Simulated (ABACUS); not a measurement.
## SnSe2: equation of state with rSCAN

SnSe2:

```
Sn Se
1.0
     3.81100    0.00000    0.00000
    -1.90550    3.30042    0.00000
     0.00000    0.00000    6.13600
Sn Se
1 2
Direct
  0.00000 0.00000 0.00000
  0.66667 0.33333 0.75100
  0.33333 0.66667 0.24900
```

| Property | Result |
| --- | --- |
| Program | ABACUS 3.10.1 |
| Task | equation of state |
| Functional | rSCAN |
| Potentials or basis | SG15 ONCV 1.2 PBE |
| Cutoff | 1374 eV |
| Density cutoff | 5497 eV |
| Basis | plane waves |
| k mesh | 5 × 5 × 3 |
| Occupations | fermi-dirac, width 0.05 eV |
| Spin | no spin polarisation |
| Radial cutoff of the potentials (pseudo_rcut) | 10 bohr |
| SCF threshold on the density | 1e-08 |
| Max SCF steps | 100 |
| Eigensolver | dav |
| Mixing | broyden |
| Mixing share | 0.7 |
| Symmetry key | 1 |
| Bands | 17 |

```
Equilibrium volume                        : 27.11 Å³/atom
Bulk modulus at fixed shape and positions : 59 GPa
Pressure derivative of the bulk modulus   : 6.1 (rough: it moves with the points fitted)
```

Energy against volume, from the lowest point:
```
volume (Å³/atom)  energy (meV/atom)
          24.182              76.59
          25.212              29.05
          26.241               5.38
          27.270               0.00
```

All runs of the series together: 2.3 min on 4 threads of Intel(R) Xeon(R) Platinum 8259CL CPU @ 2.50GHz (Skylake/Cascade Lake) (shared host).

Caveat: the k mesh is coarse (spacing up to 0.38 Å⁻¹), so the values aren't converged; the cell was scaled at fixed shape and fractional positions, which overstates the stiffness of a crystal with free parameters, most of all of layers and chains; the potentials were made for another functional, which shifts forces and pressure.
